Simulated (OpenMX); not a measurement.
Nb:

```
Nb
1.0
    -1.66395    1.66395    1.66395
     1.66395   -1.66395    1.66395
     1.66395    1.66395   -1.66395
Nb
1
Direct
  0.00000 0.00000 0.00000
```

Base run:

* Program: OpenMX 3.8.5
* Functional: PBE
* Dispersion: D3
* Potentials or basis: OpenMX 2013 PBE set, Nb7.0-s3p2d2, grid cutoff 400 Ry
* k mesh: 9 × 9 × 9
* Occupations: fermi-dirac, width 0.05 eV
* Spin: no spin polarisation

Its results: band gap on the k mesh none (metal or under the smearing width); pressure -6.8 GPa.

Problem. After a change of settings the same cell gave: band gap on the k mesh none (metal or under the smearing width); pressure -3.2 GPa. Which change was it?
A. dispersion from D3 to D4
B. dispersion from D3 to none
C. dispersion from D3 to D3(BJ)

Solution. A.

Caveats: the basis of atomic orbitals isn't converged, which shifts pressures, moduli and gaps; pairwise dispersion overbinds metals, which lowers pressure and volume.
